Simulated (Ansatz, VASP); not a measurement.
## Al3Au: VASP beside Ansatz

Contents of INCAR:

```
ALGO = Fast
EDIFF = 1E-6
ENCUT = 520
GGA = PS
ISIF = 2
ISMEAR = -1
LASPH = T
LCHARG = T
LELF = T
LREAL = F
LVHAR = T
LWAVE = F
NBANDS = 18
NELM = 60
PREC = Accurate
SIGMA = 0.05
```

The input KPOINTS:

```
k-points
0
Gamma
  9 9 9
```

Contents of POSCAR:

```
Al3Au
1.0
   -2.0670968372      2.0670968372      3.8943360000
    2.0670968372     -2.0670968372      3.8943360000
    2.0670968372      2.0670968372     -3.8943360000
Au Al
1 3
Direct
    0.0000000000      0.0000000000      0.0000000000
    0.5000000000      0.5000000000      0.0000000000
    0.2500000000      0.7500000000      0.5000000000
    0.7500000000      0.2500000000      0.5000000000
```

File input.yaml:

```yaml
crystal:
  lattice:
    - [-2.0670968372, 2.0670968372, 3.894336]
    - [2.0670968372, -2.0670968372, 3.894336]
    - [2.0670968372, 2.0670968372, -3.894336]
  atoms:
    - { symbol: Au, position: [0.0, 0.0, 0.0] }
    - { symbol: Al, position: [0.5, 0.5, 0.0] }
    - { symbol: Al, position: [0.25, 0.75, 0.5] }
    - { symbol: Al, position: [0.75, 0.25, 0.5] }
kpoints:
  mp_grid: { grid: [9, 9, 9] }
scf:
  occupations: { method: fermi_dirac, width: 0.05 }
hamiltonian:
  xc: pbesol
  pseudopotentials: { kind: all_electron, lapw: { basis_error: 0.002 } }
output:
  forces: true
  stress: true
  eigenvalues: true
```

Change from the starting cell: strain_z_fixed_volume = -0.04.

Alike in both runs: task single point; functional PBEsol; k mesh 9 × 9 × 9; occupations fermi-dirac, width 0.05 eV; no spin polarisation.

|  | VASP | Ansatz |
| --- | --- | --- |
| version | VASP 6.6.1 | Ansatz 0.2.0 |
| potentials or method | VASP PAW PBE potentials, release 64 (Au, Al) | all-electron LAPW, scalar-relativistic |
| plane-wave cutoff (eV) | 520 | see its input |

VASP gave:

```
gap on the k mesh at the Fermi level (eV)       : none
pressure (GPa)                                  : -2.5
largest component of the traceless stress (GPa) : 4.31
```

Problem. Estimate Ansatz's values.

Solution. gap on the k mesh at the Fermi level (eV): none; pressure (GPa): -2.4; largest component of the traceless stress (GPa): 4.29.

A gap of «none» marks a metal or a gap that the smearing closes. Ansatz ran all-electron here, so the differences hold the error of VASP's frozen core and of both bases.

Caveats: the PAW data sets were made with another functional, which shifts forces and pressure a little (VASP). Spin-orbit coupling is left out, which matters for the levels of Au.
